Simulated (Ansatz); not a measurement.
# BN: the cost of one run

Method: DFT, scalar-relativistic, functionals as named in each step, in Ansatz 0.2.0.

## (1) Starting point

The structure is cubic, space group F-43m (No. 216). Conventional cell: a = 3.615 Å, b = 3.615 Å, c = 3.615 Å, α = 90.00°, β = 90.00°, γ = 90.00°. Around B (site symmetry -43m) lie 4 N at 1.57 Å. Around N (site symmetry -43m) lie 4 B at 1.57 Å.

Coordinates:

```xyz
2
Lattice="0.0000 1.8075 1.8075 1.8075 0.0000 1.8075 1.8075 1.8075 0.0000" Properties=species:S:1:pos:R:3 pbc="T T T"
B     0.0000    0.0000    0.0000
N     2.7113    2.7113    2.7113
```

Atoms are numbered in the order of the input: B1, N2.

## (2) LDA, LAPW

input.yaml

```yaml
crystal:
  lattice:
    - [0.0, 1.8075, 1.8075]
    - [1.8075, 0.0, 1.8075]
    - [1.8075, 1.8075, 0.0]
  atoms:
    - { symbol: B, position: [0.0, 0.0, 0.0] }
    - { symbol: "N", position: [0.75, 0.75, 0.75] }
kpoints:
  mp_grid: { grid: [13, 13, 13] }
  band_path:
    path:
      - [0.0, 0.0, 0.0]
      - [-0.5, -0.5, 0.0]
      - [-0.375, -0.375, 0.25]
      - [-0.375, 0.0, 0.375]
      - [0.0, 0.0, 0.0]
      - [0.0, 0.0, 0.5]
      - [-0.5, -0.25, 0.25]
      - [-0.5, -0.5, 0.0]
    npoints: 5
scf:
  occupations: { method: fermi_dirac, width: 0.03 }
hamiltonian:
  xc: lda
  pseudopotentials: { kind: all_electron, lapw: { basis_error: 0.001 } }
output:
  forces: true
  stress: true
  eigenvalues: true
```

On the command line:

```console
ansatz run input.yaml --threads 1 --pin off --max-ram 2048MiB --backend cpu --events-out ev --progress --plain --runs-dir out
```

What time and memory should one allow on 1 thread of AMD EPYC 7R43 (Zen 3), shared host?

About 12 s, with a peak of 0.3 GiB.
